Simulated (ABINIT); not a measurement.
# AlN (P6_3mc) in ABINIT: single point with PBE

Aim: the single point of AlN with PBE.

Everything below comes from runs of ABINIT 10.8.3 (patched build). Logs are shortened: lines on timing, memory, paths and dates and some standing lists are left out, and cuts for length are marked. The log counts tension as positive stress, the text compression.

**Measured values to compare with.**

“Structural and optical properties of self-assembled AlN nanowires grown on SiO2/Si substrates by molecular beam epitaxy”, 2024, arxiv:2402.00216 quotes, for a bulk crystal of AlN at 0 K: band gap 6.0343 eV (an exciton energy, a little under the gap).

The results are compared with them further down.

**1. The crystal as given**

Symmetry: P6_3mc, No. 186, hexagonal system. The conventional cell has a = 3.113 Å, b = 3.113 Å, c = 4.981 Å, α = 90.00°, β = 90.00°, γ = 120.00°. Al (site symmetry 3m) is surrounded by 4 N at 1.89 Å. N (site symmetry 3m) is surrounded by 4 Al at 1.89 Å.

**2. Single point, PBE**

run.abi reads:

```
# Pseudopotentials
pp_dirpath "./"
pseudos "Al.upf, N.upf"

# Structure
acell 3*1.0
rprim
     5.8827174260     0.0000000000     0.0000000000
    -2.9413587130     5.0945827342     0.0000000000
     0.0000000000     0.0000000000     9.4127258268
ntypat 2
znucl 13 7
natom 4
typat 1 1 2 2
xcart
     2.9413587133     1.6981942446     4.7063629134
    -0.0000000003     3.3963884896     0.0000000000
     2.9413587133     1.6981942446     8.2831987275
    -0.0000000003     3.3963884896     3.5768358142

# Plane-wave basis
ecut 952.398519 eV

# k points
kptopt 1
ngkpt 8 8 4
nshiftk 1
shiftk 0.0 0.0 0.0

# Exchange and correlation
ixc 11

# Bands and occupations
nband 12
occopt 3
tsmear 0.05 eV

# SCF cycle
nstep 100
tolvrs 1.0e-10

# Output
iomode 3
prtwf 0
prtden 0
prteig 0
prtebands 0
enunit 1
```

Potentials or basis: PseudoDojo NC SR PBE v0.4.1 standard.

Command:

```bash
> mpirun --bind-to none -np 4 abinit run.abi > log 2>&1
```

run.abo:

```text
.Version 10.8.3 of ABINIT
 Symmetries : space group P6_3 m c (#186); Bravais hP (primitive hexag.)
================================================================================
 Values of the parameters that define the memory need of the present run
     intxc =       0    ionmov =       0      iscf =       7    lmnmax =       6
     lnmax =       6     mgfft =      54  mpssoang =       3    mqgrid =    3001
     natom =       4  nloc_mem =       1    nspden =       1   nspinor =       1
    nsppol =       1      nsym =      12    n1xccc =    2501    ntypat =       2
    occopt =       3   xclevel =       2
       mpw =        2806          nfft =       55296          nkpt =          30
================================================================================
================================================================================

--------------------------------------------------------------------------------
------------- Echo of variables that govern the present computation ------------
--------------------------------------------------------------------------------
 -outvars: echo values of preprocessed input variables --------
            acell      1.0000000000E+00  1.0000000000E+00  1.0000000000E+00 Bohr
              amu      2.69815390E+01  1.40067400E+01
             ecut      3.50000000E+01 Hartree
           enunit           1
              ixc          11
         kptrlatt        8    0    0      0    8    0      0    0    4
          kptrlen      3.76509033E+01
            natom           4
            nband          12
            ngfft          32      32      54
             nkpt          30
            nstep         100
             nsym          12
           ntypat           2
           occopt           3
           prtden           0
        prtebands           0
           prteig           0
            prtwf           0
            rprim      5.8827174260E+00  0.0000000000E+00  0.0000000000E+00
                      -2.9413587130E+00  5.0945827342E+00  0.0000000000E+00
                       0.0000000000E+00  0.0000000000E+00  9.4127258268E+00
          spgroup         186
           tolvrs      1.00000000E-10
           tsmear      1.83746611E-03 Hartree
            typat      1  1  2  2
           xangst      1.5564999990E+00  8.9864569339E-01  2.4904999983E+00
                      -3.6404751701E-16  1.7972913868E+00  0.0000000000E+00
                       1.5564999990E+00  8.9864569339E-01  4.3832799970E+00
                      -3.6404751701E-16  1.7972913868E+00  1.8927799987E+00
            xcart      2.9413587130E+00  1.6981942447E+00  4.7063629134E+00
                      -6.8795010396E-16  3.3963884895E+00  0.0000000000E+00
                       2.9413587130E+00  1.6981942447E+00  8.2831987276E+00
                      -6.8795010396E-16  3.3963884895E+00  3.5768358141E+00
             xred      6.6666666667E-01  3.3333333333E-01  5.0000000000E-01
                       3.3333333333E-01  6.6666666667E-01  0.0000000000E+00
                       6.6666666667E-01  3.3333333333E-01  8.8000000000E-01
                       3.3333333333E-01  6.6666666667E-01  3.8000000000E-01
            znucl       13.00000    7.00000

================================================================================

 chkinp: Checking input parameters for consistency.

================================================================================
== DATASET  1 ==================================================================

--- !DatasetInfo
iteration_state: {dtset: 1, }
dimensions: {natom: 4, nkpt: 30, mband: 12, nsppol: 1, nspinor: 1, nspden: 1, mpw: 2806, }
cutoff_energies: {ecut:  35.0, pawecutdg:  -1.0, }
electrons: {nelect:   1.60000000E+01, charge:   0.00000000E+00, occopt:   3.00000000E+00, tsmear:   1.83746611E-03, }
meta: {optdriver: 0, ionmov: 0, optcell: 0, iscf: 7, paral_kgb: 0, }
...

 Exchange-correlation functional for the present dataset will be:
  GGA: Perdew-Burke-Ernzerhof functional - ixc=11
  J.P.Perdew, K.Burke, M.Ernzerhof, PRL 77, 3865 (1996)

 Real(R)+Recip(G) space primitive vectors, cartesian coordinates (Bohr,Bohr^-1):
 R(1)=  5.8827174  0.0000000  0.0000000  G(1)=  0.1699895  0.0981435  0.0000000
 R(2)= -2.9413587  5.0945827  0.0000000  G(2)=  0.0000000  0.1962869  0.0000000
 R(3)=  0.0000000  0.0000000  9.4127258  G(3)=  0.0000000  0.0000000  0.1062392
 Unit cell volume ucvol=  2.8209930E+02 bohr^3
 Angles (23,13,12)=  9.00000000E+01  9.00000000E+01  1.20000000E+02 degrees

 getcut: wavevector=  0.0000  0.0000  0.0000  ngfft=  32  32  54
         ecut(hartree)=     35.000   => boxcut(ratio)=   2.04255

--- Pseudopotential description ------------------------------------------------
- pspini: atom type   1  psp file is ./Al.upf
12 -101130 2 -1 1876                          pspcod,pspxc,lmax,lloc,mmax
     nproj     2     2     2

- pspini: atom type   2  psp file is ./N.upf
12 -101130 1 -1 1058                          pspcod,pspxc,lmax,lloc,mmax
     nproj     2     2     0

   2.97317893E+02                                ecore*ucvol(ha*bohr**3)
--------------------------------------------------------------------------------

================================================================================

--- !BeginCycle
iteration_state: {dtset: 1, }
solver: {iscf: 7, nstep: 100, nline: 4, wfoptalg: 0, }
tolerances: {tolvrs: 1.00E-10, }
...

     iter   Etot(hartree)      deltaE(h)  residm     vres2
 ETOT  1  -25.269883493574    -2.527E+01 5.063E-02 8.425E+02
 ETOT  2  -25.353093162411    -8.321E-02 5.861E-02 6.522E+02
 ETOT  3  -25.587398330302    -2.343E-01 8.023E-03 8.941E-01
 ETOT  4  -25.587919843035    -5.215E-04 7.574E-03 1.694E-02
 ETOT  5  -25.587921561598    -1.719E-06 4.144E-03 2.121E-03
 ETOT  6  -25.587921802436    -2.408E-07 3.958E-03 2.306E-05
 ETOT  7  -25.587921809509    -7.073E-09 8.476E-04 2.578E-06
 ETOT  8  -25.587921810269    -7.603E-10 5.516E-04 6.681E-08
 ETOT  9  -25.587921810292    -2.258E-11 6.439E-04 2.141E-09
 ETOT 10  -25.587921810293    -5.578E-13 1.294E-03 2.262E-11

 At SCF step   10       vres2   =  2.26E-11 < tolvrs=  1.00E-10 =>converged.

 Cartesian components of stress tensor (hartree/bohr^3)
  sigma(1 1)= -7.38177220E-05  sigma(3 2)=  0.00000000E+00
  sigma(2 2)= -7.38177220E-05  sigma(3 1)=  0.00000000E+00
  sigma(3 3)= -1.29607370E-04  sigma(2 1)=  0.00000000E+00

--- !ResultsGS
iteration_state: {dtset: 1, }
comment   : Summary of ground state results
lattice_vectors:
- [  5.8827174,   0.0000000,   0.0000000, ]
- [ -2.9413587,   5.0945827,   0.0000000, ]
- [  0.0000000,   0.0000000,   9.4127258, ]
lattice_lengths: [   5.88272,    5.88272,    9.41273, ]
lattice_angles: [ 90.000,  90.000, 120.000, ] # degrees, (23, 13, 12)
lattice_volume:   2.8209930E+02
convergence: {deltae: -5.578E-13, res2:  2.262E-11, residm:  1.294E-03, diffor: null, }
etotal    :  -2.55879218E+01
entropy   :   0.00000000E+00
fermie    :   2.57389925E-01
cartesian_stress_tensor: # hartree/bohr^3
- [ -7.38177220E-05,   0.00000000E+00,   0.00000000E+00, ]
- [  0.00000000E+00,  -7.38177220E-05,   0.00000000E+00, ]
- [  0.00000000E+00,   0.00000000E+00,  -1.29607370E-04, ]
pressure_GPa:   2.7189E+00
xred      :
- [  6.6667E-01,   3.3333E-01,   5.0000E-01, Al]
- [  3.3333E-01,   6.6667E-01,   0.0000E+00, Al]
- [  6.6667E-01,   3.3333E-01,   8.8000E-01,  N]
- [  3.3333E-01,   6.6667E-01,   3.8000E-01,  N]
cartesian_forces: # hartree/bohr
- [ -2.86075829E-30,   9.90995741E-30,  -2.53905775E-03, ]
- [  8.58227487E-30,   2.31232340E-29,  -2.53905775E-03, ]
- [ -2.86075829E-30,   9.90995741E-30,   2.53905775E-03, ]
- [ -2.86075829E-30,  -4.29431488E-29,   2.53905775E-03, ]
force_length_stats: {min:   2.53905775E-03, max:   2.53905775E-03, mean:   2.53905775E-03, }
...

 Integrated electronic density in atomic spheres:
 ------------------------------------------------
 Atom  Sphere_radius  Integrated_density
    1        2.00000          1.10013614
    2        2.00000          1.10013614
    3        2.00000          5.37762129
    4        2.00000          5.37762129
================================================================================

 ----iterations are completed or convergence reached----

 Mean square residual over all n,k,spin=   46.476E-07; max=  12.940E-04
 reduced coordinates (array xred) for    4 atoms
       0.666666666667      0.333333333333      0.500000000000
       0.333333333333      0.666666666667      0.000000000000
       0.666666666667      0.333333333333      0.879999999996
       0.333333333333      0.666666666667      0.379999999996
 rms dE/dt=  1.3798E-02; max dE/dt=  2.3900E-02; dE/dt below (all hartree)
    1       0.000000000000      0.000000000000      0.023899803406
    2      -0.000000000000     -0.000000000000      0.023899803406
    3       0.000000000000      0.000000000000     -0.023899105457
    4       0.000000000000      0.000000000000     -0.023899105457

 cartesian coordinates (angstrom) at end:
    1      1.55649999895463     0.89864569338986     2.49049999832074
    2     -0.00000000000000     1.79729138677972     0.00000000000000
    3      1.55649999895463     0.89864569338986     4.38327999702652
    4     -0.00000000000000     1.79729138677972     1.89277999870577

 cartesian forces (hartree/bohr) at end:
    1     -0.00000000000000     0.00000000000000    -0.00253905774707
    2      0.00000000000000     0.00000000000000    -0.00253905774707
    3     -0.00000000000000     0.00000000000000     0.00253905774707
    4     -0.00000000000000    -0.00000000000000     0.00253905774707
 frms,max,avg= 1.4659257E-03 2.5390577E-03   0.000E+00  0.000E+00 -3.707E-08 h/b

 cartesian forces (eV/Angstrom) at end:
    1     -0.00000000000000     0.00000000000000    -0.13056359888477
    2      0.00000000000000     0.00000000000000    -0.13056359888477
    3     -0.00000000000000     0.00000000000000     0.13056359888477
    4     -0.00000000000000    -0.00000000000000     0.13056359888477
 frms,max,avg= 7.5380929E-02 1.3056360E-01   0.000E+00  0.000E+00 -1.906E-06 e/A
 length scales=  1.000000000000  1.000000000000  1.000000000000 bohr
              =  0.529177210544  0.529177210544  0.529177210544 angstroms
 Fermi (or HOMO) energy (eV) =   7.00394   Average Vxc (eV)= -10.70524
 Eigenvalues (   eV  ) for nkpt=  30  k points:
 kpt#   1, nband= 12, wtk=  0.00391, kpt=  0.0000  0.0000  0.0000 (reduced coord)
  -9.83173   -7.68107   -0.66040    4.48257    4.48257    5.13325    5.13325    5.31326
   9.53410   11.98978   15.91922   16.50531
 prteigrs : prtvol=0 or 1, do not print more k-points.

--- !EnergyTerms
iteration_state     : {dtset: 1, }
comment             : Components of total free energy in Hartree
kinetic             :  1.63734007512817E+01
hartree             :  5.68851814871548E+00
xc                  : -8.49799167403478E+00
Ewald energy        : -2.17432241418271E+01
psp_core            :  1.05394762626196E+00
local_psp           : -1.71221294333205E+01
non_local_psp       : -1.34044308736935E+00
internal            : -2.55879218102925E+01
'-kT*entropy'       :  1.25327081198538E-15
total_energy        : -2.55879218102925E+01
total_energy_eV     : -6.96282823611831E+02
band_energy         :  5.34157740077190E-02
...

 Cartesian components of stress tensor (hartree/bohr^3)
  sigma(1 1)= -7.38177220E-05  sigma(3 2)=  0.00000000E+00
  sigma(2 2)= -7.38177220E-05  sigma(3 1)=  0.00000000E+00
  sigma(3 3)= -1.29607370E-04  sigma(2 1)=  0.00000000E+00

-Cartesian components of stress tensor (GPa)         [Pressure=  2.7189E+00 GPa]
- sigma(1 1)= -2.17179236E+00  sigma(3 2)=  0.00000000E+00
- sigma(2 2)= -2.17179236E+00  sigma(3 1)=  0.00000000E+00
- sigma(3 3)= -3.81318047E+00  sigma(2 1)=  0.00000000E+00

== END DATASET(S) ==============================================================
================================================================================

 -outvars: echo values of variables after computation  --------
            acell      1.0000000000E+00  1.0000000000E+00  1.0000000000E+00 Bohr
           etotal     -2.5587921810E+01
            fcart     -2.8607582901E-30  9.9099574132E-30 -2.5390577471E-03
                       8.5822748703E-30  2.3123233964E-29 -2.5390577471E-03
                      -2.8607582901E-30  9.9099574132E-30  2.5390577471E-03
                      -2.8607582901E-30 -4.2943148791E-29  2.5390577471E-03
            rprim      5.8827174260E+00  0.0000000000E+00  0.0000000000E+00
                      -2.9413587130E+00  5.0945827342E+00  0.0000000000E+00
                       0.0000000000E+00  0.0000000000E+00  9.4127258268E+00
           strten     -7.3817721995E-05 -7.3817721993E-05 -1.2960736998E-04
                       0.0000000000E+00  0.0000000000E+00  0.0000000000E+00
           xangst      1.5564999990E+00  8.9864569339E-01  2.4904999983E+00
                      -3.6404751701E-16  1.7972913868E+00  0.0000000000E+00
                       1.5564999990E+00  8.9864569339E-01  4.3832799970E+00
                      -3.6404751701E-16  1.7972913868E+00  1.8927799987E+00
             xred      6.6666666667E-01  3.3333333333E-01  5.0000000000E-01
                       3.3333333333E-01  6.6666666667E-01  0.0000000000E+00
                       6.6666666667E-01  3.3333333333E-01  8.8000000000E-01
                       3.3333333333E-01  6.6666666667E-01  3.8000000000E-01
 Calculation completed.
```

It took 8 s on 4 MPI ranks of Arm Neoverse V2, shared host; peak memory 0.28 GiB.

Results:

| Property | Result |
| --- | --- |
| Free energy | -696.2828 eV |
| Pressure | 2.7 GPa |
| Largest force | 0.131 eV/Å |
| Band gap on the k mesh | 4.22 eV, direct |
| Valence electrons inside the program's atomic spheres | Al 1.10; N 5.38 |

Forces on the atoms (eV/Å):
```
Al   0.000  0.000 -0.131
Al   0.000  0.000 -0.131
N    0.000  0.000  0.131
N    0.000  0.000  0.131
```

Stress tensor (GPa, compression positive):
```
2.17 0.00 0.00
0.00 2.17 0.00
0.00 0.00 3.81
```

**3. How close it comes**

Step 2. A measured gap of AlN is 6.0343 eV (an exciton energy, a little under the gap; 0 K; quoted in “Structural and optical properties of self-assembled AlN nanowires grown on SiO2/Si substrates by molecular beam epitaxy”, 2024, arxiv:2402.00216); the calculated 4.22 eV misses it by -1.81 eV. 2 values of this kind are on record (6.034 to 6.0343 eV); this one was drawn at random. The value is that of PBE, without temperature or zero-point motion. Semilocal functionals fall short of measured gaps as a rule.
